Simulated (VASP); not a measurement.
A run of VASP 6.6.1 is set up as follows.

INCAR

```
SYSTEM = B
PREC = Accurate ; ENCUT = 600
EDIFF = 1E-7 ; ISMEAR = -1
SIGMA = 0.05 ; LREAL = .False.
LASPH = .True. ; NELM = 100
ALGO = Fast ; ISIF = 3
LWAVE = .False. ; LCHARG = .False.
GGA = RP ; IBRION = 2
NSW = 80 ; EDIFFG = -0.01
```

The input KPOINTS:

```
regular mesh
0
Gamma
  4 4 4
  0 0 0
```

File POSCAR:

```
B
1.0
    2.4540015844      1.4168184754      4.1890000000
   -2.4540015844      1.4168184754      4.1890000000
    0.0000000000     -2.8336369507      4.1890000000
B
12
Direct
    0.0104000000      0.6573000000      0.0104000000
    0.0104000000      0.0104000000      0.6573000000
    0.6573000000      0.0104000000      0.0104000000
    0.9896000000      0.3427000000      0.9896000000
    0.3427000000      0.9896000000      0.9896000000
    0.9896000000      0.9896000000      0.3427000000
    0.2206000000      0.6323000000      0.2206000000
    0.2206000000      0.2206000000      0.6323000000
    0.6323000000      0.2206000000      0.2206000000
    0.7794000000      0.3677000000      0.7794000000
    0.3677000000      0.7794000000      0.7794000000
    0.7794000000      0.7794000000      0.3677000000
```

Potentials or basis: VASP PAW PBE potentials, release 64 (B).

Command:

```console
$ cat potpaw_PBE.64/B/POTCAR > POTCAR
$ mpirun -np 1 vasp_std > vasp.out
```

**Question.** Predict the relaxed volume.

**Answer.** 7.37 Å³/atom.

**Question.** What does it give for the band gap on the k mesh?

**Answer.** 1.44 eV, indirect (least direct gap 1.90 eV).

**Question.** Estimate the space group after relaxing (to 0.05 Å).

**Answer.** R-3m (No. 166).

**Question.** Predict the relaxed cell.

**Answer.** a = 5.078 Å, b = 5.078 Å, c = 5.078 Å, α = 58.03°, β = 58.03°, γ = 58.03°.

Final structure:
```xyz
12
Lattice="2.4632 1.4221 4.2071 -2.4632 1.4221 4.2071 0.0000 -2.8443 4.2071" Properties=species:S:1:pos:R:3 pbc="T T T"
B    -1.5857    0.9155    2.8371
B     0.0000   -1.8310    2.8371
B     1.5857    0.9155    2.8371
B     1.5857   -0.9155    9.7842
B    -1.5857   -0.9155    9.7842
B     0.0000    1.8310    9.7842
B    -1.0094    0.5828    4.5122
B     0.0000   -1.1656    4.5122
B     1.0094    0.5828    4.5122
B     1.0094   -0.5828    8.1091
B    -1.0094   -0.5828    8.1091
B     0.0000    1.1656    8.1091
```

Caveat: the PAW data sets were made with another functional, which shifts forces and pressure a little. RPBE and its kin give volumes clearly too large for solids.
